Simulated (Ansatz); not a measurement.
Method: DFT PBE, scalar-relativistic, plane waves, PAW (Ansatz). All cells share a 420 eV cutoff and Γ-centred k meshes spaced at most about 0.3 Å⁻¹ (2π included). No spin polarisation.

Temperature and zero-point effects are left out.

Two relaxed structures of MgS:

A. Space group P4_2/mnm (No. 136), tetragonal, a = 6.877 Å, c = 4.080 Å. Mg has 4 S at 2.45–2.48 Å; S is surrounded by 4 Mg at 2.45–2.48 Å.

B. Space group F-43m (No. 216), cubic, a = 5.697 Å. Mg has 4 S at 2.47 Å; S has 4 Mg at 2.47 Å.

Problem. Which would you expect to be lower, and how large is the difference?

Solution. B is lower, by 15 meV/atom. A has space group P4_2/mnm (No. 136), 24.1 Å³/atom and a gap of 3.35 eV on its mesh; B has the zinc blende type, space group F-43m (No. 216), 23.1 Å³/atom and a gap of 3.37 eV. The denser one is the lower, and pressure would at first widen the difference. Origin: A, invented; B, reached from a Materials Project cell. Shaken at random and relaxed again, A came back. The lowest form computed isn't among them: it has the rock salt type, space group Fm-3m (No. 225), 17.9 Å³/atom, is reached from a cell as deposited in COD and lies 14 meV/atom below the best shown. Checks on A: no imaginary mode on a 1×1×2 q mesh.

Kohn–Sham gaps at this level usually fall short of measured ones. Some candidate types were left out of the draw beforehand, so a known form may be missing.
